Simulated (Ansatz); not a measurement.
# Property card for Li

The calculation used DFT PBE, scalar-relativistic, plane waves, PAW (Ansatz).

Cutoff 420 eV; k points 12×12×12 on the computed 3-atom cell (Γ-centred); Gaussian smearing, width 0.10 eV; no spin polarisation.

The structure is relaxed at this level of theory with its symmetry kept, and needn't be the ground state of this composition.

```
Li
1.0
     4.12185    0.00000    0.00000
     0.00000    4.12185    0.00000
     0.00000    0.00000    4.12185
Li
3
Cartesian
  2.0609 0.0000 0.0000
  0.0000 2.0609 0.0000
  0.0000 0.0000 2.0609
```

(1) Energy over the standard state (uncorrected)?

(2) Kohn–Sham band gap?

(3) Density of states at the Fermi level?

Answers

(1) +0.162 eV/atom.

(2) none (metal).

(3) 1.4 states/eV per cell.

Another cell of Li relaxed alike, in P6_3/mmc, lies 164 meV/atom lower, so this cell isn't the stable form at this level.

The cell was found from a structure generator's guess, not taken from experiment.
